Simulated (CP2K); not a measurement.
Crystal: PbSe (Clausthalite).

```xyz
2
Lattice="4.3284 0.0000 0.0000 2.1642 3.7485 0.0000 2.1642 1.2495 3.5341" Properties=species:S:1:pos:R:3 pbc="T T T"
Pb    0.0000    0.0000    0.0000
Se    4.3284    2.4990    1.7671
```

Base run:

| Property | Result |
| --- | --- |
| Program | CP2K 2026.2 |
| Functional | PBE |
| Potentials or basis | GTH_POTENTIALS Pb GTH-PADE-q4, Se GTH-PADE-q6; DZVP-MOLOPT-SR-GTH basis |
| Density cutoff | 6123 eV |
| k mesh | 8 × 8 × 8 |
| Occupations | fermi-dirac, width 0.05 eV |
| Spin | no spin polarisation |

Its results: band gap on the k mesh 0.30 eV, direct; pressure -1.6 GPa.

Question: After a change of settings the same cell gave: band gap on the k mesh 0.32 eV, direct; pressure 2.3 GPa. Which change was it?
A. potentials or basis from GTH_POTENTIALS Pb GTH-PADE-q4, Se GTH-PADE-q6; DZVP-MOLOPT-SR-GTH basis to POTENTIAL_UZH Pb GTH-SCAN-q4, Se GTH-SCAN-q6; DZVP-MOLOPT-SR-GTH basis; potentials from Pb GTH-PADE-q4 of GTH_POTENTIALS, Se GTH-PADE-q6 of GTH_POTENTIALS to Pb GTH-SCAN-q4 of POTENTIAL_UZH, Se GTH-SCAN-q6 of POTENTIAL_UZH
B. potentials or basis from GTH_POTENTIALS Pb GTH-PADE-q4, Se GTH-PADE-q6; DZVP-MOLOPT-SR-GTH basis to GTH_POTENTIALS Pb GTH-PBE-q4, Se GTH-PBE-q6; DZVP-MOLOPT-SR-GTH basis; potentials from Pb GTH-PADE-q4 of GTH_POTENTIALS, Se GTH-PADE-q6 of GTH_POTENTIALS to Pb GTH-PBE-q4 of GTH_POTENTIALS, Se GTH-PBE-q6 of GTH_POTENTIALS
C. potentials or basis from GTH_POTENTIALS Pb GTH-PADE-q4, Se GTH-PADE-q6; DZVP-MOLOPT-SR-GTH basis to GTH_POTENTIALS Pb GTH-BLYP-q4, Se GTH-BLYP-q6; DZVP-MOLOPT-SR-GTH basis; potentials from Pb GTH-PADE-q4 of GTH_POTENTIALS, Se GTH-PADE-q6 of GTH_POTENTIALS to Pb GTH-BLYP-q4 of GTH_POTENTIALS, Se GTH-BLYP-q6 of GTH_POTENTIALS

Answer: B.

Caveats: spin-orbit coupling is left out, which as a rule narrows the gap of such compounds by several tenths of an eV; the basis of atomic orbitals isn't converged, which shifts pressures, moduli and gaps; the potentials were made for another functional, which shifts forces and pressure (some runs).
